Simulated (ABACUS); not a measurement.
# Si (P-1) in ABACUS: convergence with radial spacing of the orbitals

Aim: find how far radial spacing of the orbitals must go before the results for Si settle, at PBE. This setting moves, with any that are tied to it; all else stays.

Program: ABACUS 3.10.1. These are calculated values, not measurements. Logs are shortened: lines on timing, memory, paths and dates and some standing lists are left out, and cuts for length are marked.

### Step 1. The cell of the first run

The typed cell holds 1 atom: a = 2.685 Å, b = 2.638 Å, c = 2.624 Å, α = 103.92°, β = 104.01°, γ = 120.57°.

This isn't the form of Si at room conditions, which is diamond.

The cell isn't the ideal one: cell strained at random.

### Step 2. With radial spacing of the orbitals 0.08 bohr

Input file INPUT:

```
INPUT_PARAMETERS
suffix              Si
calculation         scf
basis_type          lcao
pseudo_dir          ./
orbital_dir         ./
symmetry            1
dft_functional      pbe
ecutwfc             100
pseudo_rcut         7
nspin               1
nbands              6
ks_solver           genelpa
smearing_method     mv
smearing_sigma      0.00734986
scf_thr             1e-07
scf_nmax            100
mixing_type         broyden
mixing_beta         0.7
cal_force           1
cal_stress          1
out_mul             1
lcao_dr             0.08
```

Input file STRU:

```
ATOMIC_SPECIES
Si 28.0850 Si.upf

NUMERICAL_ORBITAL
Si_confined-atom_7au_3s3p2d1f.orb

LATTICE_CONSTANT
1.8897261246

LATTICE_VECTORS
-1.6291210000 1.6589320000 1.3431590000
1.6265990000 -1.6226250000 1.2953130000
1.6160210000 1.6095250000 -1.2984210000

ATOMIC_POSITIONS
Direct

Si
0.0
1
-0.0112580000 -0.0016140000 -0.0070850000 1 1 1
```

Input file KPT:

```
K_POINTS
0
Gamma
10 10 10 0 0 0
```

Potentials or basis: PseudoDojo NC SR 0.5 PBE stringent, TZDP LCAO (the cutoffs set its grid).

Run with:

```sh
> OMP_NUM_THREADS=1 mpirun -np 4 abacus > log
```

It took 5.4 s on 4 MPI ranks of Intel Xeon 6975P-C (Granite Rapids), shared host; peak memory 0.4 GiB.

What came out:

| Quantity | Value |
| --- | --- |
| Free energy | -114.6495 eV |
| Pressure | 4.3 GPa |
| Band gap on the k mesh | none (metal or under the smearing width) |

### Step 3. With radial spacing of the orbitals 0.04 bohr

Edit INPUT of step 2 so:

```diff
@@ -22,2 +22,2 @@
 out_mul             1
-lcao_dr             0.08
+lcao_dr             0.04
```

STRU is that of step 2.

KPT is that of step 2.

Potentials or basis: PseudoDojo NC SR 0.5 PBE stringent, TZDP LCAO (the cutoffs set its grid).

Run with:

```sh
> OMP_NUM_THREADS=1 mpirun -np 4 abacus > log
```

Run time: 5.2 s. Hardware: 4 MPI ranks of Intel Xeon 6975P-C (Granite Rapids), shared host; peak memory 0.44 GiB.

What came out:

- Free energy: -114.6495 eV
- Pressure: 4.3 GPa
- Band gap on the k mesh: none (metal or under the smearing width)

### Step 4. With radial spacing of the orbitals 0.02 bohr

Edit INPUT of step 3 so:

```diff
@@ -22,2 +22,2 @@
 out_mul             1
-lcao_dr             0.04
+lcao_dr             0.02
```

STRU is that of step 3.

KPT is that of step 3.

Run with:

```sh
> OMP_NUM_THREADS=1 mpirun -np 4 abacus > log
```

Run time: 5 s. Hardware: 4 MPI ranks of Intel Xeon 6975P-C (Granite Rapids), shared host; peak memory 0.44 GiB.

Results (log left out):

```yaml
Free_energy: -114.6495 eV
Pressure: 4.3 GPa
Band_gap_on_the_k_mesh: none (metal or under the smearing width)
```

### Step 5. With radial spacing of the orbitals 0.01 bohr

Edit INPUT of step 4 so:

```diff
@@ -22,2 +22,2 @@
 out_mul             1
-lcao_dr             0.02
+lcao_dr             0.01
```

STRU is that of step 4.

KPT is that of step 4.

Run with:

```sh
> OMP_NUM_THREADS=1 mpirun -np 4 abacus > log
```

Run time: 5 s. Hardware: 4 MPI ranks of Intel Xeon 6975P-C (Granite Rapids), shared host; peak memory 0.4 GiB.

Results (log left out):

```
Free energy            : -114.6495 eV
Pressure               : 4.3 GPa
Band gap on the k mesh : none (metal or under the smearing width)
```

### Step 6. With radial spacing of the orbitals 0.005 bohr

Edit INPUT of step 5 so:

```diff
@@ -22,2 +22,2 @@
 out_mul             1
-lcao_dr             0.01
+lcao_dr             0.005
```

STRU is that of step 5.

KPT is that of step 5.

Potentials or basis: PseudoDojo NC SR 0.5 PBE stringent, TZDP LCAO (the cutoffs set its grid).

Run with:

```sh
> OMP_NUM_THREADS=1 mpirun -np 4 abacus > log
```

running log:

```text
ABACUS v3.10.1

               Atomic-orbital Based Ab-initio Computation at UStc

 ------------------------------------------------------------------------------------

 READING GENERAL INFORMATION
                           global_out_dir = OUT.Si/
                           global_in_card = INPUT
                               pseudo_dir = ./
                              orbital_dir = ./
                                    DSIZE = 4
                                    GSIZE = 1

 READING UNITCELL INFORMATION
                                    ntype = 1
                  lattice constant (Bohr) = 1.88973
              lattice constant (Angstrom) = 1

 READING ATOM TYPE 1
                               atom label = Si
                      L=0, number of zeta = 3
                      L=1, number of zeta = 3
                      L=2, number of zeta = 2
                      L=3, number of zeta = 1
             number of atom for this type = 1

                        TOTAL ATOM NUMBER = 1
DIRECT COORDINATES
    atom                   x                   y                   z     mag                  vx                  vy                  vz
taud_Si1            0.9887420000        0.9983860000        0.9929150000  0.0000        0.0000000000        0.0000000000        0.0000000000

                          Volume (Bohr^3) = 94.3341
                             Volume (A^3) = 13.9789

 Lattice vectors: (Cartesian coordinate: in unit of a_0)
             -1.62912            +1.65893            +1.34316
              +1.6266            -1.62262            +1.29531
             +1.61602            +1.60953            -1.29842
 Reciprocal vectors: (Cartesian coordinate: in unit of 2 pi/a_0)
          +0.00157464            +0.30083           +0.374869
             +0.30874         -0.00395513           +0.379357
             +0.30963            +0.30725         -0.00393198
 The esolver type has been set to : ksdft_lcao

                PAO radial cut off (Bohr) = 7

 Read in pseudopotential file is Si.upf
                     pseudopotential type = NC
          exchange-correlation functional = PBE
                 nonlocal core correction = 1
                        valence electrons = 4
                                     lmax = 2
                           number of zeta = 2
                     number of projectors = 6
                           L of projector = 0
                           L of projector = 0
                           L of projector = 1
                           L of projector = 1
                           L of projector = 2
                           L of projector = 2
     initial pseudo atomic orbital number = 4

 SETUP THE ELECTRONS NUMBER
            electron number of element Si = 4
      total electron number of element Si = 4
            AUTOSET number of electrons:  = 4
                           occupied bands = 2
                                   NLOCAL = 29
                                   NBANDS = 6
                                   NBANDS = 6
                                   NLOCAL = 29

 SETUP THE PLANE WAVE BASIS
 energy cutoff for charge/potential (unit:Ry) = 400
            fft grid for charge/potential = [ 36, 32, 32 ]
                        fft grid division = [ 4, 4, 4 ]
        big fft grid for charge/potential = [ 9, 8, 8 ]
                                     nbxx = 144
                                     nrxx = 9216

 SETUP PLANE WAVES FOR CHARGE/POTENTIAL
                    number of plane waves = 12725
                         number of sticks = 687

 PARALLEL PW FOR CHARGE/POTENTIAL
[... 80 lines left out ...]
       2  0.10000000  0.00000000  0.00000000  0.0020       1
       3  0.20000000  0.00000000  0.00000000  0.0020       2
       4  0.30000000  0.00000000  0.00000000  0.0020       3
       5  0.40000000  0.00000000  0.00000000  0.0020       4
       6  0.50000000  0.00000000  0.00000000  0.0010       5
[... 22 lines left out ...]
      29  0.20000000  0.30000000  0.00000000  0.0020      32
      30  0.30000000  0.30000000  0.00000000  0.0020      33
[... 474 further k points ...]

                               nkstot now = 504
[... K-POINTS DIRECT COORDINATES: 504 rows ...]

           k-point number in this process = 504
       minimum distributed K point number = 504
[... stars of the k points ...]

[... K-POINTS CARTESIAN COORDINATES: 504 rows ...]

[... K-POINTS DIRECT COORDINATES: 504 rows ...]

 SETUP PLANE WAVES FOR WAVE FUNCTIONS
     energy cutoff for wavefunc (unit:Ry) = 100
              fft grid for wave functions = [ 36, 32, 32 ]
                    number of plane waves = 2691
                         number of sticks = 249

 PARALLEL PW FOR WAVE FUNCTIONS
     PROC   COLUMNS(POT)             PW
        1             62            673
        2             63            673
        3             62            673
        4             62            672
 --------------- sum -------------------
        4            249           2691

 SET NONLOCAL PSEUDOPOTENTIAL PROJECTORS
 max number of nonlocal projetors among all species is 6

 -------------------------------------------
 SELF-CONSISTENT
 -------------------------------------------

 SETUP SEARCHING RADIUS FOR PROGRAM TO SEARCH ADJACENT ATOMS
                  longest orb rcut (Bohr) = 7
   longest nonlocal projector rcut (Bohr) = 1.94
                     search radius (Bohr) = 17.9
              searching radius is (Bohr)) = 17.9
         searching radius unit is (Bohr)) = 1.89
                         PeriodicBoundary = 1
                        Radius(unit:lat0) = 9.46
                                   glayer = [ 6, 6, 6 ]
                             glayer_minus = [ 5, 5, 5 ]

Find the coordinate range of the input atom(unit:lat0).
                                  min_tau = [ -22.7, -22.8, -18.4 ]
                                  max_tau = [ 26, 26.1, 21 ]
                                BoxNumber = [ 11, 11, 11 ]

 SETUP EXTENDED REAL SPACE GRID FOR GRID INTEGRATION
                          real space grid = [ 36, 32, 32 ]
                 big cell numbers in grid = [ 9, 8, 8 ]
             meshcell numbers in big cell = [ 4, 4, 4 ]
                        extended fft grid = [ 17, 15, 13 ]
                dimension of extened grid = [ 44, 39, 35 ]
                            UnitCellTotal = 125
              Atom number in sub-FFT-grid = 1
    Local orbitals number in sub-FFT-grid = 29
                                ParaV.nnr = 44775
                                 init_chg = atomic

 LCAO ALGORITHM --------------- ION=   1  ELEC=   1--------------------------------

 Density error is 0.0647761229638
----------------------------------------------------------
     Energy           Rydberg                 eV
----------------------------------------------------------
 E_KohnSham     -8.4266192796        -114.6500370794
 E_Harris       -8.4150747313        -114.4929654417
 E_Fermi        0.8222651135         11.1874908109
----------------------------------------------------------
[... 58 lines left out ...]
 Density error is 2.86103747301e-08
----------------------------------------------------------
     Energy           Rydberg                 eV
----------------------------------------------------------
 E_KohnSham     -8.4265790548        -114.6494897932
 E_KS(sigma->0) -8.4265705537        -114.6493741299
 E_Harris       -8.4265790532        -114.6494897710
 E_band         1.5714367110         21.3804933162
 E_one_elec     4.8245504360         65.6413762184
 E_Hartree      0.0348876103         0.4746702894
 E_xc           -3.1535539661        -42.9063028895
 E_Ewald        -10.1324461329       -137.8590020850
 E_entropy(-TS) -0.0000170022        -0.0002313266
 E_descf        0.0000000000         0.0000000000
 E_exx          0.0000000000         0.0000000000
 E_Fermi        0.8188886122         11.1415511526
----------------------------------------------------------

 charge density convergence is achieved
 final etot is -114.64948979 eV
 EFERMI = 11.141551153 eV

 STATE ENERGY(eV) AND OCCUPATIONS    NSPIN == 1
 1/504 kpoint (Cartesian) = 0.0000 0.0000 0.0000 (395 pws)
       1       -3.57101     0.00200000
       2        20.7875        0.00000
       3        21.1424        0.00000
       4        21.5139        0.00000
       5        24.1443        0.00000
       6        25.0628        0.00000
[... 33 lines left out ...]
 6/504 kpoint (Cartesian) = 0.00078732 0.15041 0.18743 (417 pws)
       1        4.55365     0.00200000
       2        4.76239     0.00200000
       3        16.3591        0.00000
       4        17.6932        0.00000
       5        18.0437        0.00000
       6        20.8851        0.00000

[... levels at 498 further k points ...]

 correction force for each atom along direction 1 is 2.75654e-07
 correction force for each atom along direction 2 is 8.00336e-07
 correction force for each atom along direction 3 is -1.66867e-08
------------------------------------------------------------------------------------------
 TOTAL-FORCE (eV/Angstrom)
------------------------------------------------------------------------------------------
                       Si1         0.0000000000         0.0000000000         0.0000000000
------------------------------------------------------------------------------------------

----------------------------------------------------------------
 TOTAL-STRESS (KBAR)
----------------------------------------------------------------
        45.1862904260         8.4155335296         0.0828003821
         8.4155335296        42.5987281627       -11.0107997342
         0.0828003821       -11.0107997342        41.2130489135
----------------------------------------------------------------
 TOTAL-PRESSURE: 42.999356 KBAR

 --------------------------------------------
 !FINAL_ETOT_IS -114.6494897932450669 eV
 --------------------------------------------
```

Wall time 5.6 s (4 MPI ranks of Intel Xeon 6975P-C (Granite Rapids), shared host); peak memory 0.44 GiB.

What came out:

```yaml
Free_energy: -114.6495 eV
Pressure: 4.3 GPa
Band_gap_on_the_k_mesh: none (metal or under the smearing width)
```

### Step 7. Result

```csv
radial spacing of the orbitals,"energy less the tightest run, at zero smearing (meV/atom)",SCF cycles,CPU time (s)
0.08 bohr,0.00,7,21
0.04 bohr,0.00,7,21
0.02 bohr,0.00,7,20
0.01 bohr,0.00,7,20
0.005 bohr,0.00,7,22
```

Against the tightest run, the energy stays within 1 meV/atom from 0.08 bohr on. The tightest run that finished is the yardstick and may itself not be fully converged.

Caveats: the atomic orbitals were generated for these runs and aren't a published set; the basis of atomic orbitals isn't converged, which shifts pressures, moduli and gaps.
